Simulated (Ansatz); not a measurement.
Runs of Ansatz 0.2.0 on InPd. It takes space group Pm-3m (No. 221, cubic). The conventional cell has a = 3.272 Å, b = 3.272 Å, c = 3.272 Å, α = 90.00°, β = 90.00°, γ = 90.00°. In (site symmetry m-3m) has 8 Pd at 2.83 Å as nearest neighbours. Around Pd (site symmetry m-3m) lie 8 In at 2.83 Å. The cell comes from a database or a generator and needn't be the stable form of this composition.

```csv
task,level,spin,cutoff (eV),points for each segment of the path,q mesh,gap on the mesh (eV),V0 of scaled cells (Å³/atom),B0 (GPa)
equation of state,LDA,off,420,-,-,-,16.61,156
equation of state,PBE,off,420,-,-,-,(b),115
equation of state,r2SCAN,off,500,-,-,-,17.44,(a)
band structure,PBEsol,"SOC, no magnetisation",420,14,-,none,-,-
phonons,PBEsol,off,420,8,2 × 2 × 2,none,-,-
```

Alike in all rows: potentials or basis Ansatz PAW; cell as given; k mesh 8 × 8 × 8; smearing fermi-dirac 0.05 eV.

**Question.** Estimate the missing entries.

**Answer.** (a) 133; (b) 18.03.

Caveats: the PAW data sets come from PBE, with cores solved anew for the run's functional, which leaves a small shift of forces and pressure (some runs); the PAW data sets were made with another functional, which shifts forces and pressure a little (some runs).

A k mesh can miss the band edges, and rows without SOC leave out spin-orbit coupling on In, Pd.

A gap of «none» marks a metal or a gap under the smearing width.
